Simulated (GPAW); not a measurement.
Crystal: SnSe.

```
Sn Se
1.0
     0.00000    3.01000    3.01000
     3.01000    0.00000    3.01000
     3.01000    3.01000    0.00000
Sn Se
1 1
Direct
  0.00000 0.00000 0.00000
  0.50000 0.50000 0.50000
```

Measurements of this composition are mostly on another form, of space group No. 62.

| Property | Result |
| --- | --- |
| Program | GPAW 26.7.0 |
| Task | relaxation of cell and atoms |
| Functional | RPBE |
| Potentials or basis | the program's PAW data sets (release 1.2.1) made for this functional |
| Cutoff | 600 eV |
| Basis | pw |
| k mesh | 8 × 8 × 8 |
| Occupations | fermi-dirac, width 0.05 eV |
| Spin | no spin polarisation |

At the start: pressure 2.4 GPa; volume 27.27 Å³/atom.

How do energy, volume and symmetry change on relaxing?

Over 3 steps the energy falls by 9.9 meV/atom and the volume is 28.58 Å³/atom (+4.8 %); space group Fm-3m (No. 225, to 0.05 Å).

Step by step:
```tsv
step	energy change (eV)	largest force (eV/Å)	pressure (GPa)	volume (Å³)
1	0.0000	0.0000	2.40	54.54
2	-0.0065	0.0000	1.93	55.02
3	-0.0197	0.0000	0.10	57.16
```

Final structure:
```yaml
crystal:
  lattice:
    - [0.00000, 3.05736, 3.05736]
    - [3.05736, 0.00000, 3.05736]
    - [3.05736, 3.05736, 0.00000]
  atoms:
    - { symbol: Sn, position: [0.00000, 0.00000, 0.00000] }
    - { symbol: Se, position: [0.50000, 0.50000, 0.50000] }
```

Caveat: later steps reuse the first step's grids.
